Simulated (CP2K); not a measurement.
**BAs in CP2K: the effect of functional**

The system is BAs.

```
CELL_PARAMETERS angstrom
2.93437 0.00000 0.00000
0.00000 2.93437 0.00000
0.00000 0.00000 2.93437
ATOMIC_POSITIONS crystal
B 0.50000 0.50000 0.50000
As 0.00000 0.00000 0.00000
```

The cell was built by a generator and needn't be a form met in nature.

Alike in all runs:

| Property | Result |
| --- | --- |
| Program | CP2K 2026.2 |
| Task | atomic charges |
| Potentials or basis | POTENTIAL_UZH B GTH-PBE-q3, As GTH-PBE-q5; TZVP-MOLOPT-PBE-GTH basis |
| Density cutoff | 9184 eV |
| k mesh | 9 × 9 × 9 |
| Occupations | fermi-dirac, width 0.05 eV |
| Spin | no spin polarisation |

```tsv
functional	pressure (GPa)
PBE	1.1
LDA	?
PBEsol	-1.2
OLYP	-3.9
PW91	2.5
RPBE	1.6
MS2	4.5
```

**Question.** What does the run with functional LDA give?

**Answer.** Pressure -0.6 GPa.

Caveats: the basis of atomic orbitals isn't converged, which shifts pressures, moduli and gaps; the potentials were made for another functional, which shifts forces and pressure (some runs).
